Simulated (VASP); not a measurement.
A run of VASP 6.6.1 is set up as follows.

Contents of INCAR:

```
ALGO = Normal
EDIFF = 1E-7
EDIFFG = -0.01
ENCUT = 600
GGA = PS
IBRION = 2
ISIF = 3
ISMEAR = -1
IVDW = 12
LASPH = T
LCHARG = F
LREAL = F
LWAVE = F
NELM = 100
NSW = 40
PREC = Accurate
SIGMA = 0.05
```

Contents of KPOINTS:

```
k-points
0
Gamma
  10 10 2
```

Contents of POSCAR:

```
SiC
1.0
    3.0950000000      0.0000000000      0.0000000000
   -1.5475000000      2.6803486247      0.0000000000
    0.0000000000      0.0000000000     15.1700000000
Si C
6 6
Direct
    0.6666666667      0.3333333333      0.4583000000
    0.3333333333      0.6666666667      0.9583000000
    0.6666666667      0.3333333333      0.7917000000
    0.3333333333      0.6666666667      0.2917000000
    0.0000000000      0.0000000000      0.6250000000
    0.0000000000      0.0000000000      0.1250000000
    0.6666666667      0.3333333333      0.3333000000
    0.3333333333      0.6666666667      0.8333000000
    0.6666666667      0.3333333333      0.6667000000
    0.3333333333      0.6666666667      0.1667000000
    0.0000000000      0.0000000000      0.5000000000
    0.0000000000      0.0000000000      0.0000000000
```

Potentials or basis: VASP PAW PBE potentials, release 64 (Si, C).

Run with:

```console
$ cat potpaw_PBE.64/Si/POTCAR potpaw_PBE.64/C/POTCAR > POTCAR
$ mpirun -np 1 vasp_std > vasp.out
```

**Question.** What does it give for the dispersion energy per atom?

**Answer.** -0.246 eV.

**Question.** Estimate the band gap on the k mesh.

**Answer.** 1.91 eV, indirect (least direct gap 3.02 eV).

**Question.** Predict the space group after relaxing (to 0.05 Å).

**Answer.** P6_3mc (No. 186).

**Question.** What does it give for the relaxed cell?

**Answer.** a = 3.062 Å, b = 3.062 Å, c = 15.025 Å, α = 90.00°, β = 90.00°, γ = 120.00°.

Final structure:
```cif
data_structure
_symmetry_space_group_name_H-M 'P 1'
_symmetry_Int_Tables_number 1
_cell_length_a 3.0623
_cell_length_b 3.0623
_cell_length_c 15.0250
_cell_angle_alpha 90.000
_cell_angle_beta 90.000
_cell_angle_gamma 120.000
_cell_volume 122.02
loop_
_atom_site_label
_atom_site_type_symbol
_atom_site_fract_x
_atom_site_fract_y
_atom_site_fract_z
_atom_site_occupancy
Si1 Si 0.66667 0.33333 0.45832 1
Si2 Si 0.33333 0.66667 0.95832 1
Si3 Si 0.66667 0.33333 0.79183 1
Si4 Si 0.33333 0.66667 0.29183 1
Si5 Si 0.00000 0.00000 0.62503 1
Si6 Si 0.00000 0.00000 0.12503 1
C1 C 0.66667 0.33333 0.33332 1
C2 C 0.33333 0.66667 0.83332 1
C3 C 0.66667 0.33333 0.66683 1
C4 C 0.33333 0.66667 0.16683 1
C5 C 0.00000 0.00000 0.49968 1
C6 C 0.00000 0.00000 0.99968 1
```

 A k mesh can miss the band edges.
